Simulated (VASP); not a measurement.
# SiMo3 in VASP: further runs, part 2 of 2

VASP 6.6.1. The steps go on from the part before.

### Step 4. Relaxation of cell and atoms, PBE

This run uses another cell than the first one, of 14.99 Å³/atom, 0.894 times its volume.

INCAR

```
SYSTEM = SiMo3
PREC = Normal
ENCUT = 520
EDIFF = 1E-4
ISMEAR = 0
SIGMA = 0.15
LREAL = .False.
LASPH = .True.
NELM = 60
ALGO = Fast
ISIF = 3
LWAVE = .False.
LCHARG = .False.
GGA = PE
IBRION = 2
NSW = 24
EDIFFG = -0.08
KPAR = 2
```

KPOINTS

```
Automatic mesh
0
Gamma
  5 5 5
  0 0 0
```

POSCAR

```
SiMo3
1.0
    3.8890873000      0.0000000000      0.0000000000
    0.0000000000      3.8890873000      0.0000000000
    0.0000000000      0.0000000000      3.9650000000
Si Mo
1 3
Direct
    0.5000000000      0.5000000000      0.5000000000
    0.5000000000      0.0000000000      0.0000000000
    0.0000000000      0.5000000000      0.0000000000
    0.0000000000      0.0000000000      0.5000000000
```

Potentials or basis: VASP PAW PBE potentials, release 64 (Si, Mo_sv).

Launch:

```bash
cat potpaw_PBE.64/Si/POTCAR potpaw_PBE.64/Mo_sv/POTCAR > POTCAR
mpirun -np 2 vasp_std > vasp.out
```

OUTCAR:

```text
SYSTEM = SiMo3
   PREC = Normal
   ENCUT = 520
   EDIFF = 1E-4
   ISMEAR = 0
   LREAL = .False.
   LASPH = .True.
   NELM = 60
   ISIF = 3
   GGA = PE
   IBRION = 2
   NSW = 24
   EDIFFG = -0.08

 ion  position               nearest neighbor table
   1  0.500  0.500  0.500-   4 2.75   4 2.75   4 2.75   4 2.75   3 2.78   2 2.78   3 2.78   2 2.78
                             3 2.78   2 2.78   3 2.78   2 2.78
   2  0.500  0.000  0.000-   3 2.75   3 2.75   3 2.75   3 2.75   4 2.78   1 2.78   1 2.78   1 2.78
                             4 2.78   4 2.78   4 2.78   1 2.78
   3  0.000  0.500  0.000-   2 2.75   2 2.75   2 2.75   2 2.75   4 2.78   1 2.78   4 2.78   4 2.78
                             1 2.78   4 2.78   1 2.78   1 2.78
   4  0.000  0.000  0.500-   1 2.75   1 2.75   1 2.75   1 2.75   3 2.78   2 2.78   3 2.78   3 2.78
                             3 2.78   2 2.78   2 2.78   2 2.78

  LATTYP: Found a simple tetragonal cell.
 ALAT       =     3.8890873000
 C/A-ratio  =     1.0195194127

  Lattice vectors:

 A1 = (   3.8890873000,   0.0000000000,   0.0000000000)
[... 176 lines left out ...]

 E-fermi :  12.4953     XC(G=0): -12.9735

 val. band max:       12.4904755057   @ k =   0.2000   0.2000   0.4000
 cond. band min:      12.5304213619   @ k =   0.4000   0.2000   0.2000
 fundamental gap:      0.0399458563
 Fermi energy:        12.4953130165

 k-point     1 :       0.0000    0.0000    0.0000
  band No.  band energies     occupation
      1     -48.7629      2.00000
      2     -48.4745      2.00000
      3     -48.4635      2.00000
      4     -23.2661      2.00000
      5     -23.2661      2.00000
      6     -23.2575      2.00000
[... 529 lines left out ...]
     26      13.6097      0.00000
     27      13.8029      0.00000

------------------------ aborting loop because EDIFF is reached ----------------------------------------

  FORCE on cell =-STRESS in cart. coord.  units (eV):
  Direction    XX          YY          ZZ          XY          YZ          ZX
  --------------------------------------------------------------------------------------
  -------------------------------------------------------------------------------------
  Total        0.2570885      0.2570885      0.0848283      0.0000000     -0.0000000      0.0000000
  in kB        6.8683853      6.8683853      2.2662771      0.0000000     -0.0000000      0.0000000
  external PRESSURE =       5.3343492 kB  Pullay stress =       0.0000000 kB

 VOLUME and BASIS-vectors are now :
 -----------------------------------------------------------------------------
  energy-cutoff  :      520.00
  volume of cell :       59.97
      direct lattice vectors                 reciprocal lattice vectors
     3.889087300  0.000000000  0.000000000     0.257129738  0.000000000  0.000000000
     0.000000000  3.889087300  0.000000000     0.000000000  0.257129738  0.000000000
     0.000000000  0.000000000  3.965000000     0.000000000  0.000000000  0.252206810

 POSITION                                       TOTAL-FORCE (eV/Angst)
 -----------------------------------------------------------------------------------
      1.94454      1.94454      1.98250         0.000000      0.000000      0.000000
      1.94454      0.00000      0.00000         0.000000      0.000000      0.000000
      0.00000      1.94454      0.00000         0.000000      0.000000      0.000000
      0.00000      0.00000      1.98250         0.000000      0.000000      0.000000
 -----------------------------------------------------------------------------------
    total drift:                                0.000000      0.000000     -0.000000

  FREE ENERGIE OF THE ION-ELECTRON SYSTEM (eV)
  ---------------------------------------------------
  free  energy   TOTEN  =       -38.1604970471 eV

  energy  without entropy=      -38.1313160879  energy(sigma->0) =      -38.14590657

 reached required accuracy - stopping structural energy minimisation
```

Wall time 4.6 s (2 MPI ranks of Intel Xeon 6975P-C (Granite Rapids), shared host); peak memory 0.13 GiB.

Results:

| Item | Value |
| --- | --- |
| Free energy | -38.1605 eV |
| Pressure after relaxing | 0.5 GPa |
| Band gap on the k mesh | none (metal or under the smearing width) |

Stress tensor (GPa, compression positive):
```
0.69 0.00 0.00
0.00 0.69 0.00
0.00 0.00 0.23
```

Final structure:
```xyz
4
Lattice="3.8891 0.0000 0.0000 0.0000 3.8891 0.0000 0.0000 0.0000 3.9650" Properties=species:S:1:pos:R:3 pbc="T T T"
Si    1.9445    1.9445    1.9825
Mo    1.9445    0.0000    0.0000
Mo    0.0000    1.9445    0.0000
Mo    0.0000    0.0000    1.9825
```

Caveat: the relaxation stopped at its first step, so nothing moved.

### Step 5. Relaxation of cell and atoms, PBE

This run uses another cell than the first one, of 17.98 Å³/atom, 1.072 times its volume.

INCAR is that of step 4.

KPOINTS is that of step 4.

POSCAR

```
SiMo3
1.0
    4.1588995900      0.0000000000      0.0000000000
    0.0000000000      4.1588995900      0.0000000000
    0.0000000000      0.0000000000      4.1588995900
Si Mo
1 3
Direct
    0.5000000000      0.5000000000      0.5000000000
    0.5000000000      0.0000000000      0.0000000000
    0.0000000000      0.5000000000      0.0000000000
    0.0000000000      0.0000000000      0.5000000000
```

Launch:

```bash
cat potpaw_PBE.64/Si/POTCAR potpaw_PBE.64/Mo_sv/POTCAR > POTCAR
mpirun -np 2 vasp_std > vasp.out
```

Run time: 14 s. Hardware: 2 MPI ranks of Intel Xeon 6975P-C (Granite Rapids), shared host; peak memory 0.14 GiB.

The run converged. Its results:

```
Free energy                            : -38.1697 eV
Relaxed volume                         : 15.02 Å³/atom
Relaxed cell                           : a = 3.917 Å, b = 3.917 Å, c = 3.917 Å, α = 90.00°, β = 90.00°, γ = 90.00°
Space group after relaxing (to 0.05 Å) : Pm-3m (No. 221)
Energy gained by relaxing              : 310.0 meV/atom
Ionic steps                            : 5
Pressure after relaxing                : -0.4 GPa
Band gap on the k mesh                 : none (metal or under the smearing width)
```

The path:
| step | energy change (eV) | largest force (eV/Å) | pressure (GPa) | volume (Å³) |
| --- | --- | --- | --- | --- |
| 1 | 0.0000 | 0.0000 | -28.42 | 71.93 |
| 2 | 4.5320 | 0.0000 | 146.94 | 43.57 |
| 3 | -1.2235 | 0.0000 | -4.21 | 61.27 |
| 4 | -1.2378 | 0.0000 | -1.51 | 60.51 |
| 5 | -1.2400 | 0.0000 | -0.43 | 60.10 |

Final structure:
```yaml
crystal:
  lattice:
    - [3.91699, 0.00000, 0.00000]
    - [0.00000, 3.91699, 0.00000]
    - [0.00000, 0.00000, 3.91699]
  atoms:
    - { symbol: Si, position: [0.50000, 0.50000, 0.50000] }
    - { symbol: Mo, position: [0.50000, 0.00000, 0.00000] }
    - { symbol: Mo, position: [0.00000, 0.50000, 0.00000] }
    - { symbol: Mo, position: [0.00000, 0.00000, 0.50000] }
```

Levels at points of the mesh, in eV from the Fermi level:
```
           k point  band 21  band 22  band 23  band 24  band 25  band 26
(0.00, 0.00, 0.00)    -0.90    -0.90     0.07     0.07     0.07     2.34
```

Caveat: the volume moved by over 15 % at a fixed basis, so the end points are rough.

### Step 6. Relaxation of cell and atoms, PBE

This run uses another cell than the first one, of 18.37 Å³/atom, 1.095 times its volume.

INCAR is that of step 5.

KPOINTS is that of step 5.

POSCAR

```
SiMo3
1.0
    4.1882597300      0.0000000000      0.0000000000
    0.0000000000      4.1882597300      0.0000000000
    0.0000000000      0.0000000000      4.1882597300
Si Mo
1 3
Direct
    0.5000000000      0.5000000000      0.5000000000
    0.0000000000      0.5000000000      0.5000000000
    0.5000000000      0.0000000000      0.5000000000
    0.5000000000      0.5000000000      0.0000000000
```

Potentials or basis: VASP PAW PBE potentials, release 64 (Si, Mo_sv).

Launch:

```bash
cat potpaw_PBE.64/Si/POTCAR potpaw_PBE.64/Mo_sv/POTCAR > POTCAR
mpirun -np 2 vasp_std > vasp.out
```

Wall time 15 s (2 MPI ranks of Intel Xeon 6975P-C (Granite Rapids), shared host); peak memory 0.14 GiB.

Results (log left out):

```
Free energy                            : -29.8521 eV
Relaxed volume                         : 23.55 Å³/atom
Relaxed cell                           : a = 4.550 Å, b = 4.550 Å, c = 4.550 Å, α = 90.00°, β = 90.00°, γ = 90.00°
Space group after relaxing (to 0.05 Å) : Pm-3m (No. 221)
Energy gained by relaxing              : 558.7 meV/atom
Ionic steps                            : 3
Pressure after relaxing                : -0.5 GPa
Band gap on the k mesh                 : none (metal or under the smearing width)
```

The path:
```tsv
step	energy change (eV)	largest force (eV/Å)	pressure (GPa)	volume (Å³)
1	0.0000	0.0000	43.40	73.47
2	2.1284	0.0000	-17.59	140.08
3	-2.2347	0.0000	-0.51	94.19
```

Final structure:
```yaml
crystal:
  lattice:
    - [4.54991, 0.00000, 0.00000]
    - [0.00000, 4.54991, 0.00000]
    - [0.00000, 0.00000, 4.54991]
  atoms:
    - { symbol: Si, position: [0.50000, 0.50000, 0.50000] }
    - { symbol: Mo, position: [0.00000, 0.50000, 0.50000] }
    - { symbol: Mo, position: [0.50000, 0.00000, 0.50000] }
    - { symbol: Mo, position: [0.50000, 0.50000, 0.00000] }
```

Levels at points of the mesh, in eV from the Fermi level:
```tsv
k point	band 21	band 22	band 23	band 24	band 25	band 26
(0.00, 0.00, 0.00)	-0.15	-0.15	-0.03	-0.03	0.75	0.75
```

Caveat: the volume moved by over 15 % at a fixed basis, so the end points are rough.

### Step 7. Summary

| k mesh | gap on the mesh (eV) | pressure (GPa) |
| --- | --- | --- |
| 6 × 6 × 6 | none | 0.6 |
| 8 × 8 × 3 | none | -0.2 |
| 5 × 5 × 5 | none | -0.5 |

Alike in all rows: task relaxation of cell and atoms; level PBE; potentials or basis VASP PAW PBE potentials, release 64 (Si, Mo_sv); no spin polarisation; cell relaxed; cutoff (eV) 520; smearing gaussian 0.15 eV.

Caveats: the volume moved by over 15 % at a fixed basis, so the end points are rough (some runs).

Absolute energies hang on the potentials; compare differences alone.
